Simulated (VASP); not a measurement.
# SiGe (Pmma) in VASP: a series of runs, part 2 of 2

VASP 6.6.1. Earlier steps stand in the parts before.

## (3) Dielectric tensor, PBEsol

INCAR

```
SYSTEM = SiGe
ALGO = Normal
EDIFF = 1E-8
ENCUT = 600
GGA = PS
ISIF = 2
ISMEAR = 0
KPAR = 4
LASPH = .TRUE.
LCHARG = .FALSE.
LEPSILON = .TRUE.
LREAL = .FALSE.
LWAVE = .FALSE.
NELM = 80
PREC = Accurate
SIGMA = 0.03
```

KPOINTS

```
k-points
0
Monkhorst
  6 6 6
  0 0 0
```

POSCAR

```
SiGe                                    
1.0
    5.5441446246     -0.0040072993      0.0000000000
    0.0040072993     -5.5441446246      0.0000000000
    0.0000000000      0.0000000000     -5.5404755588
  Ge              Si            
     4     4
Direct
     0.7500000000000000    0.7500000000000000    0.7442158082130044
     0.2500000000000000    0.2500000000000000    0.7442158082130044
     0.5000000000000000    0.0000000000000000    0.0057841917869957
     1.0000000000000000    0.5000000000000000    0.0057841917869957
     0.2500000000000000    0.7500000000000000    0.2551146205098862
     0.7500000000000000    0.2500000000000000    0.2551146205098862
     1.0000000000000000    0.0000000000000000    0.4948853794901138
     0.5000000000000000    0.5000000000000000    0.4948853794901138
```

Potentials or basis: VASP PAW PBE potentials, release 64 (Ge_d, Si).

On the command line:

```bash
> cat potpaw_PBE.64/Ge_d/POTCAR potpaw_PBE.64/Si/POTCAR > POTCAR
> mpirun -np 4 vasp_std > vasp.out
```

OUTCAR:

```text
SYSTEM = SiGe
   EDIFF = 1E-8
   ENCUT = 600
   GGA = PS
   ISIF = 2
   ISMEAR = 0
   LASPH = .TRUE.
   LEPSILON = .TRUE.
   LREAL = .FALSE.
   NELM = 80
   PREC = Accurate

 ion  position               nearest neighbor table
   1  0.750  0.750  0.744-   7 2.40   8 2.40   3 2.44   4 2.44
   2  0.250  0.250  0.744-   7 2.40   8 2.40   3 2.44   4 2.44
   3  0.500  0.000  0.006-   5 2.40   6 2.40   1 2.44   2 2.44
   4  0.000  0.500  0.006-   5 2.40   6 2.40   1 2.44   2 2.44
   5  0.250  0.750  0.255-   7 2.37   8 2.37   3 2.40   4 2.40
   6  0.750  0.250  0.255-   7 2.37   8 2.37   3 2.40   4 2.40
   7  0.000  0.000  0.495-   5 2.37   6 2.37   1 2.40   2 2.40
   8  0.500  0.500  0.495-   5 2.37   6 2.37   1 2.40   2 2.40

  LATTYP: Found a base centered orthorhombic cell.
 ALAT       =     7.8349373428
 B/A-ratio  =     1.0014466426
 C/A-ratio  =     0.7071499511

  Lattice vectors:

 A1 = (  -0.0040072993,   5.5441446246,   0.0000000000)
 A2 = (   5.5441446246,  -0.0040072993,   0.0000000000)
 A3 = (   0.0000000000,   0.0000000000,  -5.5404755588)

Analysis of symmetry for initial positions (statically):
=====================================================================
 Subroutine PRICEL returns following result:

  LATTYP: Found a simple orthorhombic cell.
 ALAT       =     3.9174686714
 B/A-ratio  =     1.0014466426
 C/A-ratio  =     1.4142999022

  Lattice vectors:

 A1 = (   2.7700686627,   2.7700686626,   0.0000000000)
 A2 = (   2.7740759620,  -2.7740759620,   0.0000000000)
 A3 = (   0.0000000000,   0.0000000000,  -5.5404755588)

   2 primitive cells build up your supercell.

 Routine SETGRP: Setting up the symmetry group for a
 base centered orthorhombic supercell.

 Subroutine GETGRP returns: Found  8 space group operations
 (whereof  4 operations were pure point group operations)
 out of a pool of  8 trial point group operations.

The static configuration has the point symmetry C_2v.
 The point group associated with its full space group is D_2h.

Analysis of symmetry for dynamics (positions and initial velocities):
=====================================================================
 Subroutine PRICEL returns following result:

  LATTYP: Found a simple orthorhombic cell.
 ALAT       =     3.9174686714
 B/A-ratio  =     1.0014466426
 C/A-ratio  =     1.4142999022

  Lattice vectors:

 A1 = (   2.7700686627,   2.7700686626,   0.0000000000)
 A2 = (   2.7740759620,  -2.7740759620,   0.0000000000)
 A3 = (   0.0000000000,   0.0000000000,  -5.5404755588)

   2 primitive cells build up your supercell.

 Routine SETGRP: Setting up the symmetry group for a
 base centered orthorhombic supercell.

 Subroutine GETGRP returns: Found  8 space group operations
 (whereof  4 operations were pure point group operations)
 out of a pool of  8 trial point group operations.

The dynamic configuration has the point symmetry C_2v.
 The point group associated with its full space group is D_2h.
[... 1269 lines left out ...]
  energy-cutoff  :      600.00
  volume of cell :      170.30
      direct lattice vectors                 reciprocal lattice vectors
     5.544144625 -0.004007299  0.000000000     0.180370569  0.000130372  0.000000000
     0.004007299 -5.544144625  0.000000000    -0.000130372 -0.180370569  0.000000000
     0.000000000  0.000000000 -5.540475559     0.000000000  0.000000000 -0.180489922

 POSITION                                       TOTAL-FORCE (eV/Angst)
 -----------------------------------------------------------------------------------
      4.16111     -4.16111     -4.12331        -0.000000      0.000000      0.000188
      1.38704     -1.38704     -4.12331        -0.000000      0.000000      0.000188
      2.77207     -0.00200     -0.03205         0.000000      0.000000     -0.000188
      0.00200     -2.77207     -0.03205        -0.000000     -0.000000     -0.000188
      1.38904     -4.15911     -1.41346        -0.000000      0.000000     -0.004105
      4.15911     -1.38904     -1.41346         0.000000     -0.000000     -0.004105
      0.00000      0.00000     -2.74190         0.000000      0.000000      0.004105
      2.77408     -2.77408     -2.74190         0.000000     -0.000000      0.004105
 -----------------------------------------------------------------------------------
    total drift:                                0.000000     -0.000000     -0.000000

  FREE ENERGIE OF THE ION-ELECTRON SYSTEM (eV)
  ---------------------------------------------------
  free  energy   TOTEN  =       -42.6495325896 eV

  energy  without entropy=      -42.6495325896  energy(sigma->0) =      -42.64953259

 HEAD OF MICROSCOPIC STATIC DIELECTRIC TENSOR (INDEPENDENT PARTICLE, excluding Hartree and local field effects)
 ------------------------------------------------------
          16.906948    -0.037844     0.000000
          -0.037844    16.906948     0.000000
           0.000000     0.000000    16.624782
 ------------------------------------------------------

 Free energy of the ion-electron system (eV)
  ---------------------------------------------------
  ---------------------------------------------------
  free energy    TOTEN  =        -7.59739160 eV

  energy without entropy =       -7.59739160

------------------------ aborting loop because EDIFF is reached ----------------------------------------

--------------------------------------- Ionic step        2  -------------------------------------------

------------------------ aborting loop because EDIFF is reached ----------------------------------------

--------------------------------------- Ionic step        3  -------------------------------------------

 Free energy of the ion-electron system (eV)
  ---------------------------------------------------
  ---------------------------------------------------
  free energy    TOTEN  =        -7.43751223 eV

  energy without entropy =       -7.43751223

------------------------ aborting loop because EDIFF is reached ----------------------------------------

 PIEZOELECTRIC TENSOR FIELD DIRECTION 3  (e Angst)
 -----------------------------------------------------------------------------
    -0.01070 -0.00009  0.00000           ( -0.00002  0.00001  0.00000)
    -0.00009 -0.01070  0.00000           (  0.00001 -0.00002  0.00000)
     0.00000  0.00000  0.02369           (  0.00000  0.00000 -0.00000)

 PIEZOELECTRIC TENSOR FIELD DIRECTION 3  (C/m^2)
 -----------------------------------------------------------------------------
    -0.00101 -0.00001  0.00000
    -0.00001 -0.00101  0.00000
     0.00000  0.00000  0.00223

 MACROSCOPIC STATIC DIELECTRIC TENSOR (including local field effects in DFT)
 ------------------------------------------------------
          16.206020    -0.035347     0.000000
          -0.035347    16.206020     0.000000
           0.000000     0.000000    15.869988
 ------------------------------------------------------

 PIEZOELECTRIC TENSOR (including local field effects)  for field in x, y, z        (e  Angst)
          XX          YY          ZZ          XY          YZ          ZX
  --------------------------------------------------------------------------------
  x     0.00000     0.00000     0.00000     0.00000     0.00000     0.00000
  y     0.00000     0.00000     0.00000     0.00000     0.00000     0.00000
  z     0.00000     0.00000     0.00000    -0.00000     0.00000     0.00000

 PIEZOELECTRIC TENSOR (including local field effects)  for field in x, y, z        (C/m^2)
          XX          YY          ZZ          XY          YZ          ZX
  --------------------------------------------------------------------------------
  x     0.00000     0.00000     0.00000     0.00000     0.00000     0.00000
  y     0.00000     0.00000     0.00000     0.00000     0.00000     0.00000
  z     0.00000     0.00000     0.00000    -0.00000     0.00000     0.00000

 BORN EFFECTIVE CHARGES (including local field effects) (in |e|, cummulative output)
 ---------------------------------------------------------------------------------
 ion    1
    1     0.01321     0.06689     0.00000
    2     0.06689     0.01321     0.00000
    3    -0.00000    -0.00000     0.15090
 ion    2
    1     0.01321     0.06689     0.00000
    2     0.06689     0.01321     0.00000
    3     0.00000     0.00000     0.15090
 ion    3
    1     0.01321     0.06689     0.00000
    2     0.06689     0.01321     0.00000
    3    -0.00000     0.00000     0.15090
 ion    4
    1     0.01321     0.06689     0.00000
    2     0.06689     0.01321     0.00000
    3    -0.00000    -0.00000     0.15090
 ion    5
    1    -0.01321    -0.06689     0.00000
    2    -0.06689    -0.01321     0.00000
    3     0.00000    -0.00000    -0.15090
 ion    6
    1    -0.01321    -0.06689     0.00000
    2    -0.06689    -0.01321     0.00000
    3     0.00000     0.00000    -0.15090
 ion    7
    1    -0.01321    -0.06689     0.00000
    2    -0.06689    -0.01321     0.00000
    3    -0.00000    -0.00000    -0.15090
 ion    8
    1    -0.01321    -0.06689     0.00000
    2    -0.06689    -0.01321     0.00000
    3     0.00000    -0.00000    -0.15090
```

Wall time 17 min (4 MPI ranks of Intel Xeon Platinum 8488C (Sapphire Rapids), shared host); peak memory 1.2 GiB.

Results:

| Item | Value |
| --- | --- |
| Electronic dielectric tensor (diagonal) | 16.21, 16.21, 15.87 |
| Born charges (mean of the diagonal) | Ge +0.06; Si -0.06 e |

Levels at points of the mesh, in eV from the valence-band top:
```tsv
k point	band 33	band 34	band 35	band 36	band 37	band 38	band 39	band 40
(0.08, 0.08, 0.08)	-2.79	-1.00	-0.08	0.00	0.68	0.68	0.76	1.38
```

Electronic dielectric tensor:
```
16.21 -0.04  0.00
-0.04 16.21  0.00
 0.00  0.00 15.87
```

Born effective charge tensors (e):
atom 1, Ge
```
0.01 0.07 0.00
0.07 0.01 0.00
0.00 0.00 0.15
```
atom 2, Ge
```
0.01 0.07 0.00
0.07 0.01 0.00
0.00 0.00 0.15
```
atom 3, Ge
```
0.01 0.07 0.00
0.07 0.01 0.00
0.00 0.00 0.15
```
atom 4, Ge
```
0.01 0.07 0.00
0.07 0.01 0.00
0.00 0.00 0.15
```
atom 5, Si
```
-0.01 -0.07  0.00
-0.07 -0.01  0.00
 0.00  0.00 -0.15
```
atom 6, Si
```
-0.01 -0.07  0.00
-0.07 -0.01  0.00
 0.00  0.00 -0.15
```
atom 7, Si
```
-0.01 -0.07  0.00
-0.07 -0.01  0.00
 0.00  0.00 -0.15
```
atom 8, Si
```
-0.01 -0.07  0.00
-0.07 -0.01  0.00
 0.00  0.00 -0.15
```
